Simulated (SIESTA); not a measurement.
## Au under changes of volume

One of the cells (18.207 Å³/atom); the others are scaled copies at fixed shape and fractional positions:

```
Au
1.0
    -1.65727    1.65727    1.65727
     1.65727   -1.65727    1.65727
     1.65727    1.65727   -1.65727
Au
1
Direct
  0.00000 0.00000 0.00000
```

This isn't the form of Au at room conditions, which is fcc.

```yaml
Program: SIESTA 5.4.2
Functional: LDA
Potentials_or_basis: PseudoDojo 0.4 standard (LDA files)
Basis: DZP (energy shift 0.003 Ry; two zetas on semicore shells)
Grid_cutoff: 800 Ry
Energy_shift: 0.003 Ry
k_mesh: 11 × 11 × 11
Occupations: fermi-dirac, width 0.05 eV
Spin: no spin polarisation
```

| volume (Å³/atom) | energy over the lowest point (meV/atom) | pressure (GPa) |
| --- | --- | --- |
| 17.115 | 0.00 | -3.6 |
| 17.479 | 12.28 | -7.0 |
| 17.843 | 31.74 | -9.9 |
| 18.207 | 57.24 | -12.5 |
| 18.571 | 88.30 | -14.9 |
| 18.935 | 124.31 | -16.8 |
| 19.299 | ? | ? |

What does the run at 19.299 Å³/atom give?

Energy over the lowest point 164.39 meV/atom; pressure -18.4 GPa.

Worked out: A Birch-Murnaghan fit of order 3 (a polynomial in V^(-2/3)) to the other rows has its minimum at 16.74 Å³/atom, just outside them, with B0 = V·E''(V) = 180 GPa and B' = 4.5. It gives 164.61 meV/atom at 19.299 Å³/atom, against the run's 164.39, and -dE/dV = -18.6 GPa, against -18.4.

Energies are extrapolated to zero smearing.

Caveats: short orbitals over semicore shells can move pressures by several GPa; the basis of atomic orbitals isn't converged, which shifts pressures, moduli and gaps.
